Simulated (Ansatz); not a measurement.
## Si started on a C site next to a C vacancy in diamond, 63 atoms, charge 0

All numbers come from Ansatz (PAW, plane waves, no spin–orbit coupling) at the single k point (¼, ¼, ¼) without its symmetry partners. The atoms were relaxed with PBEsol in a fixed cell; other functionals are single points on those atoms unless said otherwise. The valence top and gap of the host come from its small cell on a dense mesh, with the band extrema sought between the mesh points, lined up by the mean potential, PBEsol gap 4.03 eV, r²SCAN gap 4.37 eV.

Cell: a = 7.108 Å, b = 7.108 Å, c = 7.108 Å, α = 90.00°, β = 90.00°, γ = 90.00°.

Nearest atoms after relaxation, from the placed atom (for vacancies from the middle of the vacant sites): C at 1.97 Å, C at 1.97 Å, C at 1.97 Å, C at 1.98 Å, C at 1.98 Å, C at 1.98 Å, C at 2.66 Å, C at 2.66 Å.

Chemical potentials μ are those of reference phases of the elements at zero temperature by the same functional (the usual solids, diamond for C, grey Sn, and the molecules H2, N2, O2, F2, Cl2, Br2 and S8).

```tsv
functional	E(defect) − E(host) − Σ nμ + q·E_VBM (eV)	monopole (eV)	alignment (eV)	formation energy at E_F = VBM (eV)	moment (μB)	wall time, shared host
PBEsol	6.10	0.00	0.00	6.10	0 (no spin)	10 s on NVIDIA H100 (relaxation)
r²SCAN	6.49	0.00	0.00	6.49	0 (no spin)	3.7 s on NVIDIA H100
```

r²SCAN one-electron levels near the gap (the ten most localised at most), from the host's valence top:

```tsv
level (eV)	spin	filling	atoms sharing it	element of the atom with most weight
0.54	both	1.01	16.8	C
0.54	both	0.99	16.9	C
```

The runs had no spin polarisation though PBEsol leaves holes or close levels at the Fermi level; a state of higher spin may be lower.

One k point and a cell of this size can leave errors of several tenths of an eV in such numbers.

The nearest carbon distances of 1.97 to 1.98 Å, followed by a jump to 2.66 Å, suggest that silicon has left the lattice site for the middle of a split vacancy, as is well known for this centre. Silicon is too large for a carbon site, and the move relieves strain while letting it bond to carbons on both sides. The formation energy stays high, at 6.10 eV in PBEsol and 6.49 eV in r²SCAN, probably because broken C–C bonds are only partly compensated by stretched Si–C bonds.

The paired levels at 0.54 eV, low in the gap, are mainly combinations of carbon dangling bonds. If the centre has inversion symmetry, these are the even-parity doublet, which silicon p orbitals cannot enter. Its near-equal half filling favours parallel spins through exchange, and the neutral centre is indeed known as a spin triplet; the zero moment here is imposed. The position of these levels does not by itself give a charge-transition energy, which would require the charged states as well.
